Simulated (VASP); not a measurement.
# P (Pm-3m) in VASP: single point with r2SCAN

Aim: the single point of P with r2SCAN.

All numbers are computed with VASP 6.6.1; they aren't measurements. Logs are shortened: lines on timing, memory, paths and dates and some standing lists are left out, and cuts for length are marked.

### Step 1. The crystal as given

The structure is cubic, space group Pm-3m (No. 221). The conventional cell has a = 2.434 Å, b = 2.434 Å, c = 2.434 Å, α = 90.00°, β = 90.00°, γ = 90.00°. P (site symmetry m-3m) has 6 P at 2.43 Å as nearest neighbours.

This isn't the form of P at room conditions, which is orthorhombic.

### Step 2. Single point, r2SCAN

Contents of POSCAR:

```
P
1.0
    2.4339086054      0.0000000000      0.0000000000
    0.0000000000      2.4339086054      0.0000000000
    0.0000000000      0.0000000000      2.4339097931
P
1
Direct
    0.0000000000      0.0000000000      0.0000000000
```

Contents of INCAR.step1:

```
PREC = Accurate ; ENCUT = 520
ISMEAR = 0 ; SIGMA = 0.1
LREAL = False ; LASPH = True
NELM = 100 ; NBANDS = 8
GGA = PE ; ALGO = Normal
EDIFF = 1E-4 ; LWAVE = True
LCHARG = False
```

Contents of INCAR.step2:

```
PREC = Accurate ; ENCUT = 520
EDIFF = 1E-6 ; ISMEAR = 0
SIGMA = 0.1 ; LREAL = False
LASPH = True ; NELM = 100
ALGO = Normal ; ISIF = 2
LWAVE = False ; LCHARG = False
METAGGA = R2SCAN ; LMIXTAU = True
NBANDS = 8 ; ISTART = 1
```

Contents of KPOINTS:

```
regular mesh
0
Gamma
  10 10 10
```

Potentials or basis: VASP PAW PBE potentials, release 64 (P).

Run with:

```sh
> cat potpaw_PBE.64/P/POTCAR > POTCAR
> cp INCAR.step1 INCAR
> mpirun -np 1 vasp_std > vasp.out
> cp INCAR.step2 INCAR
> mpirun -np 1 vasp_std > vasp.out
```

OUTCAR:

```text
PREC = Accurate
   ENCUT = 520
   EDIFF = 1E-6
   ISMEAR = 0
   LREAL = False
   LASPH = True
   NELM = 100
   ISIF = 2
   METAGGA = R2SCAN
   ISTART = 1

 ion  position               nearest neighbor table
   1  0.000  0.000  0.000-

  LATTYP: Found a simple cubic cell.
 ALAT       =     2.4339086054

  Lattice vectors:

 A1 = (   2.4339086054,   0.0000000000,   0.0000000000)
 A2 = (   0.0000000000,   2.4339086054,   0.0000000000)
 A3 = (   0.0000000000,   0.0000000000,   2.4339097931)

Analysis of symmetry for initial positions (statically):
=====================================================================
 Subroutine PRICEL returns:
 Original cell was already a primitive cell.

 Routine SETGRP: Setting up the symmetry group for a
 simple cubic supercell.

 Subroutine GETGRP returns: Found 48 space group operations
 (whereof 48 operations were pure point group operations)
 out of a pool of 48 trial point group operations.

The static configuration has the point symmetry O_h .

Analysis of symmetry for dynamics (positions and initial velocities):
=====================================================================
 Subroutine PRICEL returns:
 Original cell was already a primitive cell.

 Routine SETGRP: Setting up the symmetry group for a
 simple cubic supercell.

 Subroutine GETGRP returns: Found 48 space group operations
 (whereof 48 operations were pure point group operations)
 out of a pool of 48 trial point group operations.

The dynamic configuration has the point symmetry O_h .

 Subroutine INISYM returns: Found 48 space group operations
 (whereof 48 operations are pure point group operations),
 and found     1 'primitive' translations

----------------------------------------------------------------------------------------

                                     Primitive cell

  volume of cell :      14.4183

  direct lattice vectors                    reciprocal lattice vectors
     2.433908605  0.000000000  0.000000000     0.410861771  0.000000000  0.000000000
     0.000000000  2.433908605  0.000000000     0.000000000  0.410861771  0.000000000
     0.000000000  0.000000000  2.433909793     0.000000000  0.000000000  0.410861570

  length of vectors
     2.433908605  2.433908605  2.433909793     0.410861771  0.410861771  0.410861570

  position of ions in fractional coordinates (direct lattice)
     0.000000000  0.000000000  0.000000000

  ion indices of the primitive-cell ions
   primitive index   ion index
                 1           1

----------------------------------------------------------------------------------------

 KPOINTS: regular mesh

Automatic generation of k-mesh.
 Grid dimensions read from file:
 generate k-points for:   10   10   10

 Generating k-lattice:

  Cartesian coordinates                     Fractional coordinates (reciprocal lattice)
     0.041086177  0.000000000  0.000000000     0.100000000  0.000000000  0.000000000
     0.000000000  0.041086177  0.000000000     0.000000000  0.100000000  0.000000000
     0.000000000  0.000000000  0.041086157     0.000000000  0.000000000  0.100000000

  Length of vectors
     0.041086177  0.041086177  0.041086157

  Shift w.r.t. Gamma in fractional coordinates (k-lattice)
     0.000000000  0.000000000  0.000000000

 Subroutine IBZKPT returns following result:
 ===========================================

 Found     56 irreducible k-points:

 Following reciprocal coordinates:
            Coordinates               Weight
  0.000000  0.000000  0.000000      1.000000
  0.100000  0.000000  0.000000      6.000000
  0.200000  0.000000  0.000000      6.000000
  0.300000  0.000000  0.000000      6.000000
  0.400000  0.000000  0.000000      6.000000
  0.500000  0.000000  0.000000      3.000000
[... 16 lines left out ...]
  0.200000  0.100000  0.100000     24.000000
  0.300000  0.100000  0.100000     24.000000
 [... further k-points ...]
   k-points           NKPTS =     56   k-points in BZ     NKDIM =     56   number of bands    NBANDS=      8
   number of dos      NEDOS =    301   number of ions     NIONS =      1
   total plane-waves  NPLWV =   5832
   dimension x,y,z NGX =    18 NGY =   18 NGZ =   18
   dimension x,y,z NGXF=    36 NGYF=   36 NGZF=   36
   ions per type =               1
   NGX,Y,Z   is equivalent  to a cutoff of  12.29, 12.29, 12.29 a.u.
   NGXF,Y,Z  is equivalent  to a cutoff of  24.59, 24.59, 24.59 a.u.
 SYSTEM =  unknown system
   PREC   = accura    normal or accurate (medium, high low for compatibility)
   ISTART =      1    job   : 0-new  1-cont  2-samecut
   ICHARG =      0    charge: 1-file 2-atom 10-const
   ISPIN  =      1    spin polarized calculation?
   LNONCOLLINEAR =      F non collinear calculations
   LSORBIT =      F    spin-orbit coupling
   LASPH  =      T    aspherical Exc in radial PAW
   ENCUT  =  520.0 eV  38.22 Ry    6.18 a.u.   4.53  4.53  4.53*2*pi/ulx,y,z
   NELM   =    100;   NELMIN=  2; NELMDL=  0     # of ELM steps
   EDIFF  = 0.1E-05   stopping-criterion for ELM
   LREAL  =      F    real-space projection
   EDIFFG = 0.1E-04   stopping-criterion for IOM
   NSW    =      0    number of steps for IOM
   IBRION =     -1    ionic relax: 0-MD 1-quasi-New 2-CG
   NFREE  =      0    steps in history (QN), initial steepest desc. (CG)
   ISIF   =      2    stress and relaxation
   ISYM   =      2    0-nonsym 1-usesym 2-fastsym
   POTIM  = 0.5000    time-step for ionic-motion
   TEBEG  =    0.0;   TEEND  =   0.0 temperature during run
   PSTRESS=    0.0 pullay stress
   NELECT =       5.0000    total number of electrons
   NUPDOWN=      -1.0000    fix difference up-down
   EMIN   =  10.00;   EMAX   =-10.00  energy-range for DOS
   EFERMI =   0.00;   METHOD = LEGACY
   ISMEAR =     0;   SIGMA  =   0.10  broadening in eV -4-tet -1-fermi 0-gaus
   EFERMI_NEDOS =   21; number of points for ismear=-14 and -15
   IALGO  =     38    algorithm
   IMIX   =      4    mixing-type and parameters
     AMIX     =   0.40;   BMIX     =  1.00
     AMIX_MAG =   1.60;   BMIX_MAG =  1.00
  volume/ion in A,a.u.               =      14.42        97.30
  Fermi-wavevector in a.u.,A,eV,Ry     =   1.150166  2.173498 17.998897  1.322882
  Thomas-Fermi vector in A             =   2.286831
   LORBIT       =      0    0 simple, 1 ext, 2 COOP (PROOUT), +10 PAW based schemes
   METAGGA = R2SCAN    functional components
   LHFCALC =     F    Hartree Fock is set to
   AEXX    =    0.0000 exact exchange contribution
   IVDW    =     0    specifies the selected vdW correction
   LEPSILON=     F    determine dielectric tensor
   LRPA    =     F    only Hartree local field effects (RPA)
 non-spin polarized calculation
 Gauss-broadening in eV      SIGMA  =   0.10
  energy-cutoff  :      520.00
  volume of cell :       14.42
 maximum number of plane-waves:       404
   NGX =  9   NGY =  9   NGZ =  9

 number of electron       4.9999998 magnetization

 Free energy of the ion-electron system (eV)
  ---------------------------------------------------
  ext. energy  EPLUGINS =         0.00000000
  ---------------------------------------------------
  free energy    TOTEN  =        -8.84045765 eV

  energy without entropy =       -8.83792789  energy(sigma->0) =       -8.83919277

 E-fermi :   9.9763     XC(G=0): -11.9154

 val. band max:        9.9571696864   @ k =   0.2000   0.2000   0.0000
 cond. band min:      10.0060333028   @ k =   0.2000   0.2000   0.1000
 fundamental gap:      0.0488636164
 Fermi energy:         9.9762677761

 k-point     1 :       0.0000    0.0000    0.0000
  band No.  band energies     occupation
      1      -7.6876      2.00000
      2      15.1338      0.00000
      3      15.1338      0.00000
      4      15.1338      0.00000
      5      16.8982      0.00000
      6      16.8982      0.00000
      7      25.4566      0.00000
      8      35.7830      0.00000

 k-point     2 :       0.1000    0.0000    0.0000
  band No.  band energies     occupation
      1      -7.4462      2.00000
      2      11.9758      0.00000
      3      15.3263      0.00000
      4      15.3263      0.00000
      5      17.0872      0.00000
      6      19.7810      0.00000
      7      26.2591      0.00000
      8      34.0994      0.00000

 k-point     3 :       0.2000    0.0000    0.0000
  band No.  band energies     occupation
      1      -6.7298      2.00000
      2       8.2548      2.00000
      3      15.8875      0.00000
      4      15.8875      0.00000
      5      17.6263      0.00000
      6      22.4371      0.00000
      7      28.7182      0.00000
      8      31.0485      0.00000

 k-point     4 :       0.3000    0.0000    0.0000
  band No.  band energies     occupation
      1      -5.5718      2.00000
      2       4.8714      2.00000
      3      16.7496      0.00000
      4      16.7496      0.00000
      5      18.4117      0.00000
      6      24.3826      0.00000
      7      28.1301      0.00000
      8      28.1301      0.00000

 k-point     5 :       0.4000    0.0000    0.0000
  band No.  band energies     occupation
      1      -4.1022      2.00000
      2       2.0453      2.00000
      3      17.7034      0.00000
      4      17.7034      0.00000
      5      19.1972      0.00000
      6      25.8854      0.00000
      7      25.8854      0.00000
      8      26.2481      0.00000
[... 177 lines left out ...]
 k-point    22 :       0.1000    0.1000    0.1000
  band No.  band energies     occupation
      1      -6.9638      2.00000
      2      11.8794      0.00000
      3      11.8794      0.00000
      4      13.9777      0.00000
      5      21.3937      0.00000
      6      21.3937      0.00000
      7      27.1712      0.00000
      8      32.2273      0.00000

 k-point    23 :       0.2000    0.1000    0.1000
  band No.  band energies     occupation
      1      -6.2481      2.00000
      2       8.5945      2.00000
      3      12.4504      0.00000
      4      14.2404      0.00000
      5      21.9103      0.00000
      6      24.3996      0.00000
      7      27.7548      0.00000
      8      28.8754      0.00000

 k-point    24 :       0.3000    0.1000    0.1000
  band No.  band energies     occupation
      1      -5.0908      2.00000
      2       5.2820      2.00000
      3      13.3160      0.00000
      4      15.1742      0.00000
      5      22.6589      0.00000
      6      24.7254      0.00000
      7      25.8149      0.00000
      8      27.7370      0.00000

 [... further k-points ...]
[... 5 lines left out ...]
  --------------------------------------------------------------------------------------
  -------------------------------------------------------------------------------------
  Total       -0.0463584     -0.0463584     -0.0463584     -0.0000000      0.0000000      0.0000000
  in kB       -5.1514071     -5.1514071     -5.1514122     -0.0000000      0.0000000      0.0000000
  external PRESSURE =      -5.1514088 kB  Pullay stress =       0.0000000 kB

 VOLUME and BASIS-vectors are now :
 -----------------------------------------------------------------------------
  energy-cutoff  :      520.00
  volume of cell :       14.42
      direct lattice vectors                 reciprocal lattice vectors
     2.433908605  0.000000000  0.000000000     0.410861771  0.000000000  0.000000000
     0.000000000  2.433908605  0.000000000     0.000000000  0.410861771  0.000000000
     0.000000000  0.000000000  2.433909793     0.000000000  0.000000000  0.410861570

 POSITION                                       TOTAL-FORCE (eV/Angst)
 -----------------------------------------------------------------------------------
      0.00000      0.00000      0.00000         0.000000      0.000000      0.000000
 -----------------------------------------------------------------------------------
    total drift:                                0.000000     -0.000000      0.000000

  FREE ENERGIE OF THE ION-ELECTRON SYSTEM (eV)
  ---------------------------------------------------
  free  energy   TOTEN  =        -8.8404576513 eV

  energy  without entropy=       -8.8379278919  energy(sigma->0) =       -8.83919277
```

Run time: 10 s. Hardware: 1 thread of AMD EPYC 9R45 (Zen 5), shared host; peak memory 0.09 GiB.

What came out:

```
Free energy            : -8.8405 eV
Pressure               : -0.5 GPa
Band gap on the k mesh : none (metal or under the smearing width)
```

Caveat: the PAW data sets were made with another functional, which shifts forces and pressure a little.
